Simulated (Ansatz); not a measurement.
# CaF2 (Fluorite): how the settings move a single-point run

How sensitive is a single-point run of CaF2 (Fluorite) to its settings? A reference run comes first, then one run with altered input.

Computed with Ansatz 0.2.0 (reference: DFT, PBEsol, PAW with Ansatz's default frozen-core files, scalar-relativistic; levels and slopes on a fine mesh, independent-particle optical spectra, unless a step's input says otherwise).

1 further run of the same task is left out (it didn't finish).

## Step 1: Starting point

Symmetry: Fm-3m, No. 225, cubic system. Conventional cell: a = 5.421 Å, b = 5.421 Å, c = 5.421 Å, α = 90.00°, β = 90.00°, γ = 90.00°. Ca (site symmetry m-3m) has 8 F at 2.35 Å as nearest neighbours. F (site symmetry -43m) has 4 Ca at 2.35 Å as nearest neighbours.

As a file:

```
CELL_PARAMETERS angstrom
0.00000 2.71037 2.71037
2.71037 0.00000 2.71037
2.71037 2.71037 0.00000
ATOMIC_POSITIONS crystal
Ca 0.00000 0.00000 0.00000
F 0.25000 0.25000 0.25000
F 0.75000 0.75000 0.75000
```

## Step 2: Reference

input.yaml reads:

```yaml
crystal:
  lattice:
    - [0.0, 2.71036722479, 2.71036722479]
    - [2.71036722479, 0.0, 2.71036722479]
    - [2.71036722479, 2.71036722479, 0.0]
  atoms:
    - { symbol: Ca, position: [0.0, 0.0, 0.0] }
    - { symbol: F, position: [0.25, 0.25, 0.25] }
    - { symbol: F, position: [0.75, 0.75, 0.75] }
kpoints:
  mp_grid: { grid: [8, 8, 8] }
scf:
  occupations: { method: fixed }
hamiltonian:
  xc: pbesol
  pseudopotentials: { kind: paw }
output:
  forces: true
  stress: true
  eigenvalues: true
  eigenstates:
    nscf_kmesh: { grid: [10, 10, 10] }
    de_dk: true
    e_range: [-9, 17.24687974384]
  optics:
    e_range: [0, 30]
    de: 0.2
    sigma: 0.1
    bands: { spectra_wanted_up_to: 30 }
    nscf_kmesh: { grid: [10, 10, 10] }
checkpoint:
  write: ck
  write_wavefunctions: false
```

Run with:

```console
$ ansatz run input.yaml --threads 2 --pin off --max-ram 6144MiB --backend cpu --events-out ev --progress --plain --runs-dir out
```

## Step 3: Variant: mp_grid.grid [12, 12, 12], preconditioner none, scf.algorithm direct_min

input.yaml, as its differences from that of step 2:

```diff
@@ -10,5 +10,7 @@
 kpoints:
-  mp_grid: { grid: [8, 8, 8] }
+  mp_grid: { grid: [12, 12, 12] }
 scf:
   occupations: { method: fixed }
+  mixing: { preconditioner: none }
+  algorithm: direct_min
 hamiltonian:
```

Before running it: what results should come out? Wanted: for each run, ending; energy change; pressure; gap; force.

**Answer**, as computed:

| run | ending | energy change | pressure (GPa) | gap (eV) | force (eV/Å) | cycles | time |
| --- | --- | --- | --- | --- | --- | --- | --- |
| reference | converged | 0 | 0.0 | 7.25 | 0.00 | - | 18 s |
| 1: mp_grid.grid [12, 12, 12], preconditioner none, scf.algorithm direct_min | converged | 0.0 meV/atom | 0.0 | 7.25 | 0.00 | 8 | 23 s |

Residual by cycle in the longest SCF loop of each run; runs are numbered as in the table. The quantity is the density residual dr2, in eV.

| cycle | reference | run 1 |
| --- | --- | --- |
| 1 | 0.0467 | 0.0513 |
| 2 | 0.00763 | 0.0606 |
| 3 | 1.7e-4 | 5.6e-5 |
| 4 | 7.8e-6 | 2.0e-7 |
| 5 | 5.4e-7 | 2.3e-9 |
| 6 | 7.7e-9 | 8.4e-10 |
| 7 | 2.6e-11 | 5.6e-12 |
| 8 | 2.8e-12 | 1.5e-13 |

**Reading.** Changing the k-point mesh, mixing and solver hardly moves the energy: 0.0 meV/atom.

The gaps are Kohn-Sham values of a semilocal functional, not quasiparticle or optical gaps. Such gaps usually fall short of the measured ones.
